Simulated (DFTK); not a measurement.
Os under changes of volume

One of the cells (13.982 Å³/atom); the others are scaled copies at fixed shape and fractional positions:

```
Os
1.0
     2.73410    0.00000    0.00000
    -1.36705    2.36780    0.00000
     0.00000    0.00000    4.31970
Os
2
Direct
  0.66667 0.33333 0.75000
  0.33333 0.66667 0.25000
```

* Program: DFTK 0.8.2
* Functional: AM05
* Potentials or basis: dojo.nc.sr.pbesol.v0_4_1.standard.upf (PBEsol)
* Cutoff: 1007 eV
* k mesh: 7 × 7 × 4
* Occupations: fermi-dirac, width 0.05 eV
* Spin: no spin polarisation

```csv
volume (Å³/atom),energy over the lowest point (meV/atom),pressure (GPa)
13.143,47.24,24.5
13.423,14.48,13.4
13.703,0.00,3.5
13.982,1.78,-5.3
14.262,18.04,-13.1
14.542,47.16,-20.0
14.821,?,?
```

Question: What does the run at 14.821 Å³/atom give?

Answer: Energy over the lowest point 87.72 meV/atom; pressure -26.2 GPa.

Worked out: A Birch-Murnaghan fit of order 3 (a polynomial in V^(-2/3)) to the other rows has its minimum at 13.81 Å³/atom with B0 = V·E''(V) = 439 GPa and B' = 4.8 at fixed shape and positions, which overstates the stiffness. It gives 87.60 meV/atom at 14.821 Å³/atom, against the run's 87.72, and -dE/dV = -26.2 GPa, against -26.2.

Energies are extrapolated to zero smearing.

Caveats: all runs use coarse meshes; the potentials were made for another functional, which shifts forces and pressure.
